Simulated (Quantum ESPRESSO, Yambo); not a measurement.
# Quasiparticle gap of GaN (P6_3mc) in Yambo, part 3 of 3

Wanted: ground state, empty states, screening and self-energy for GaN (P6_3mc).

Quantum ESPRESSO 7.5 and Yambo 5.3.0; PBE and many-body steps on it, plane waves. Known limits of the many-body steps: not at the basis limit; no spin-orbit coupling; coarse k mesh.

So far. Step 3 (Bands along the symmetry lines): The gap is 1.925 eV, as in the run before at this level. Step 4 (Empty states on the mesh, 3×3×4 mesh, 93 bands): On this mesh the gap is 1.925 eV.

The database entry behind the starting cell has ideal inner coordinates that were not refined, so it need not match the best structure at ambient conditions.

### Step 6. Screening and self-energy, 3×3×4 mesh, 93 bands, screening to 129.3 eV

G0W0 replaces the xc potential by the self-energy, built once from these orbitals. Only a window of levels is corrected, while the sums run over the empty bands that the input names.

This step: G0W0 on PBE, plane waves, norm-conserving pseudopotentials.

The input, gw1.in:

```
HF_and_locXC
gw0
dyson
ppa
em1d
rim_cut
RandQpts= 1000000
RandGvec= 1 RL
EXXRLvcs= 104 Ry
VXCRLvcs= 416 Ry
Chimod= "HARTREE"
% BndsRnXp
 1 | 93 |
%
NGsBlkXp= 9.5 Ry
% LongDrXp
 1 | 1 | 1 |
%
% GbndRnge
 1 | 93 |
%
DysSolver= "n"
ExtendOut
PPAPntXp= 27.21138 eV
% QPkrange
 1 | 1 | 25 | 28 |
%
```

Launch:

```sh
$ OMP_NUM_THREADS=1 mpirun -n 8 yambo -F gw1.in -J gw1 -C gw1 > gw1.log
```

Log:

```text
 Yambo, version 5.3.0

 [02] CORE Variables Setup
 =========================

  [... cell, symmetries and grids as in the set-up ...]

  [02.05] Energies & Occupations
  ==============================

  [X] === General ===
  [X] Electronic Temperature                        :  0.000000  0.000000 [eV K]
  [X] Bosonic    Temperature                        :  0.000000  0.000000 [eV K]
  [X] Finite Temperature mode                       : no
  [X] El. density                                   :  0.11371E+25 [cm-3]
  [X] Fermi Level                                   :  11.67295 [eV]

  [X] === Gaps and Widths ===
  [X] Conduction Band Min                           :  1.924983 [eV]
  [X] Valence Band Max                              :  0.000000 [eV]
  [X] Filled Bands                                  :  26
  [X] Empty Bands                                   :   27   93
  [X] Direct Gap                                    :  1.924983 [eV]
  [X] Direct Gap localized at k                     :  1
  [X] Indirect Gap                                  :  1.924983 [eV]
  [X] Indirect Gap between kpts                     :  1  1
  [X] Last valence band width                       :  2.679443 [eV]
  [X] 1st conduction band width                     :  4.523313 [eV]

 [03] Transferred momenta grid and indexing
 ==========================================

 IBZ Q-points                                      :  10
 BZ  Q-points                                      :   36

 K/Q-points units:
 rlu = crystal or reduced units; cc = cartesian coordinates; iku = interal k-units

 Q [ 1]         [rlu]:  0.000000  0.000000  0.000000
 Q [ 2]         [rlu]:  0.000000  0.000000  0.250000
 Q [ 3]         [rlu]:  0.000000  0.000000 -0.500000
 Q [ 4]         [rlu]:  0.19298E-16  0.33333       0.0000
 Q [ 5]         [rlu]:  0.19298E-16  0.33333      0.25000
 Q [ 6]         [rlu]:  0.19298E-16  0.33333     -0.50000
 Q [ 7]         [rlu]:  0.333333  0.333333  0.000000
 Q [ 8]         [rlu]:  0.333333  0.333333  0.250000
 Q [ 9]         [rlu]:  0.333333  0.333333 -0.500000
 Q [10]         [rlu]: -0.19298E-16 -0.33333      0.25000

 [04] Coloumb potential Random Integration (RIM)
 ===============================================

  [04.01] RIM initialization
  ==========================

  * Diagonal components only detected *

  8 x (sBL volume)        :  0.178622 [a.u.]
  sBZ random points       :  1000000
  Points outside the sBZ  :   7980387
  RL volume               :  0.803799 [a.u.]
  Integrated volume       :  0.805774 [a.u.]

  [04.02] RIM integrals
  =====================

  Gamma point sphere radius             :  0.102156 [a.u.]
  Points outside the sphere             :   813011
  [Int_sBZ(q=0) 1/q^2]*(Vol_sBZ)^(-1/3) =:  7.227592
                                 should be <:  7.795600

  Summary of Coulomb integrals for non-metallic bands |Q|[au] RIM/Bare

  Q [1] 0.100000E-4 0.927137 * Q [2] 0.160191 0.638233
  Q [3] 0.320381 0.868840 * Q [4] 0.401179 1.147031
  Q [5] 0.431979 1.090444 * Q [10] 0.431979 1.091323
  Q [6] 0.513409 1.024953 * Q [7] 0.694863 1.046392
  Q [8] 0.713089 1.039981 * Q [9] 0.765166 1.026591

 [05] Dipoles
 ============

  [05.01] Setup: observables and procedures
  =========================================

  [WARNING] [x,Vnl] slows the Dipoles computation. To neglect it rename the ns.kb_pp file

 [06] Dynamic Dielectric Matrix (PPA)
 ====================================

 [SLK-Inversion]  Pools        :  2
 [SLK-Inversion]  BLACS grid   :  2  2

 [WR./gw1//ndb.pp]---------------------------------------------------------------
  Brillouin Zone Q/K grids (IBZ/BZ)                :   10   36   10   36
  RL vectors                                       :   6779 [WF]
  Coulomb cutoff potential                         : none
  Electronic Temperature                           :  0.000000 [K]
  Bosonic    Temperature                           :  0.000000 [K]
  PPA    diel. fun.  energies                      : Perdew, Burke & Ernzerhof(X)+Perdew, Burke & Ernzerhof(C)
  wavefunctions                                    : Perdew, Burke & Ernzerhof(X)+Perdew, Burke & Ernzerhof(C)
  Global Gauge                                     : length
  X matrix size                                    :  159
  X band range                                     :    1   93
  X e/h energy range                               : -1.000000 -1.000000 [eV]
  X Time ordering                                  : R
  X Hxc Kernel                                     : HARTREE
  X Drude frequency                                :  0.000000  0.000000
  X poles                                          :  100.0000 [o/o]
  RL vectors in the sum                            :   6779
  [r,Vnl] included                                 : yes
  Field direction                                  :  0.577350E-5  0.577350E-5  0.577350E-5
  BZ energy Double Grid                            : no
  BZ energy DbGd points                            : 0
  BZ Q point size factor                           : -1.000000
  X Optical Averaged directions                    : none

 [07] Local Exchange-Correlation + Non-Local Fock
 ================================================

 [VXC] Plane waves :   44217
 [EXS] Plane waves :   5563

 QP @ state[ 1 ] K range:  1  1
 QP @ state[ 1 ] b range:  25  28

 [xc] Functional : Perdew, Burke & Ernzerhof(X)+Perdew, Burke & Ernzerhof(C)
 [xc] LIBXC used to calculate xc functional
  PP Number of Atomic Species                      :  2
  NLCC RL compoments                               :   44217
  PP Number of Atomic Species                      :  2
  NLCC RL compoments                               :   44217

 [xc] E_xc :  -48.26020 [Ha]
      E_xc :  -96.52040 [Ry]

  Local XC kind (lXC) : Perdew, Burke & Ernzerhof(X)+Perdew, Burke & Ernzerhof(C)
  Non-Local XC kind (nlXC) : Hartree-Fock

  Corrections @ K [1] :  [eV]
 <25|nlXC|25> = -22.82850 -0.26869E-16 <25|lXC|25> = -19.10719 -0.11329E-14
 <26|nlXC|26> = -22.82818  0.54490E-18 <26|lXC|26> = -19.10719  0.37763E-15
 <27|nlXC|27> = -9.873373 -0.64578E-17 <27|lXC|27> = -14.17845 -0.18882E-15
 <28|nlXC|28> = -8.710667 -0.21500E-17 <28|lXC|28> = -13.93674  0.18882E-15

 [08] Dyson equation: Newton solver
 ==================================

  [08.01] G0W0 (W PPA)
  ====================

  [  GW  ] Bands range     :    1   93
  [GW/PPA] G damping       :  0.100000 [eV]

  QP @ state[ 1 ] K range:  1  1
  QP @ state[ 1 ] b range:  25  28

   Sc/G bands                                       :    1   93
   Sc/G damping                                     :  0.100000 ev
   Sc bands terminator                              : no
   Sx RL components                                 :   5563

   QP @ state[ 1 ] K range                          :  1  1
   QP @ state[ 1 ] b range                          :  25  28
   GF energies kind                                 : Perdew, Burke & Ernzerhof(X)+Perdew, Burke & Ernzerhof(C)
   GF WF`s kind                                     : Perdew, Burke & Ernzerhof(X)+Perdew, Burke & Ernzerhof(C)
   Xs energies kind                                 : Perdew, Burke & Ernzerhof(X)+Perdew, Burke & Ernzerhof(C)
   Xs WF`s kind                                     : Perdew, Burke & Ernzerhof(X)+Perdew, Burke & Ernzerhof(C)

 [11] Game Over & Game summary
```

Run time: 33 s. Hardware: 8 MPI ranks of Arm Neoverse V2, shared host; peak memory 4.4 GiB.

This step gave:

```
G0W0 gap on the points computed              : 2.751 eV
starting gap on the mesh                     : 1.925 eV
k of the valence top                         : 0, 0, 0
k of the conduction bottom                   : 0, 0, 0
least direct G0W0 gap on the computed points : 2.751 eV
Z at the valence top                         : 0.7900
Z at the conduction bottom                   : 0.8164
```

The gap on the mesh goes from 1.92 eV to 2.75 eV, a correction of +0.83 eV.

Limits: finite bands, cutoff and mesh; no spin-orbit coupling; coarse k mesh. v1 is the top filled band, c1 the lowest empty one. The levels before and after the correction (eV, zero at the valence-band top of each column):

|  | conduction bottom | valence top |
| --- | --- | --- |
| Kohn-Sham | 1.92 | 0.00 |
| G0W0 | 2.75 | 0.00 |

|  | level | energy (eV) |
| --- | --- | --- |
| Kohn-Sham | Γ v2-v1 | 0.000 |
| Kohn-Sham | Γ c1 | 1.925 |
| Kohn-Sham | Γ c2 | 4.278 |
| G0W0 | Γ v2-v1 | 0.000 |
| G0W0 | Γ c1 | 2.751 |
| G0W0 | Γ c2 | 5.279 |

### Step 7. Where the time went

Times are wall times on the hardware named with each run, good to a factor of about two.

| step | time | share | memory (GiB) |
| --- | --- | --- | --- |
| ground state | 9.6 s | 17 % | 0.66 |
| bands along the symmetry lines | 6.3 s | 11 % | 0.56 |
| empty states on the mesh | 6.1 s | 11 % | 0.55 |
| conversion and set-up | 2.2 s | 4 % | 0.24 |
| screening and self-energy | 33 s | 58 % | 4.4 |

### Step 8. What came out

```
PBE gap              : 1.92 eV, direct
G0W0 gap on the mesh : 2.75 eV
GW settings          : 3×3×4 mesh, 93 bands, screening to 129.3 eV, Godby-Needs plasmon pole
known limits         : not at the basis limit; no spin-orbit coupling; coarse k mesh
```

In words: G0W0 moves the gap on the mesh from 1.92 eV to 2.75 eV (+0.83 eV), with Z of 0.79 and 0.82 at the edges. Only 1 of the mesh's irreducible points was corrected, so a valley elsewhere could overtake. The dearest step here is «screening and self-energy». Bands and cutoff are finite, so the gap is not at the basis limit. The miss can reach some tenths of an eV and take either sign; the mesh is an error of its own. In the G0W0 run levels were corrected at 1 k point alone, so a gap called «on the mesh» is the least over those, and an edge elsewhere would be missed. The 3×3×4 mesh is coarse for this cell, which bears on the long-range parts of exchange and screening. The many-body steps are scalar-relativistic: spin-orbit coupling is not in them.

[Paths, hosts, dates, memory and timing lines, banners, echoed tables and standing remarks are left out of the program output.]

[Logs are printed without paths, hosts, clocks, repeated set-up lines and the standing remarks that a program may print on its own settings, such as how far it seeks lower states.]

[Runs of the session that timed out or met a known fault of the program may be left out.]

[Hosts, paths, dates, database ids (printed as entryN), source tags and the programs' standing remarks are cut or masked in the printed files.]
